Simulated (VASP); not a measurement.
## Zn: electron localisation function with r2SCAN

The system is Zn.

```
CELL_PARAMETERS angstrom
2.67000 0.00000 0.00000
-1.33500 2.31229 0.00000
0.00000 0.00000 4.96600
ATOMIC_POSITIONS crystal
Zn 0.66667 0.33333 0.75000
Zn 0.33333 0.66667 0.25000
```

| Quantity | Value |
| --- | --- |
| Program | VASP 6.6.1 |
| Task | electron localisation function |
| Functional | r2SCAN |
| Potentials or basis | VASP PAW PBE potentials, release 54 (Zn) |
| Cutoff | 500 eV |
| k mesh | 11 × 11 × 6 |
| Occupations | methfessel-paxton, width 0.1 eV |
| Spin | no spin polarisation |
| Further INCAR settings | ALGO = Normal; EDIFF = 1e-06 |

```json
{"Pressure": "-4.2 GPa", "Band gap on the k mesh": "none (metal or under the smearing width)"}
```

Stress tensor (GPa, compression positive):
```
-4.09  0.00  0.00
 0.00 -4.09  0.00
 0.00  0.00 -4.48
```

Levels at points of the mesh, in eV from the Fermi level:
```csv
k point,band 9,band 10,band 11,band 12,band 13,band 14,band 15,band 16
"(0.00, 0.00, 0.00)",-7.45,-7.25,-7.25,-3.61,-3.02,14.37,17.92,18.50
"(0.00, 0.00, 0.50)",-7.33,-7.33,-7.33,-7.33,4.91,4.91,19.87,19.87
```

Run time: 2.2 min on 1 thread of Intel(R) Xeon(R) Platinum 8488C (Sapphire Rapids) (shared host), peak memory 0.16 GiB.

Caveat: the PAW data sets were made with another functional, which shifts forces and pressure a little.
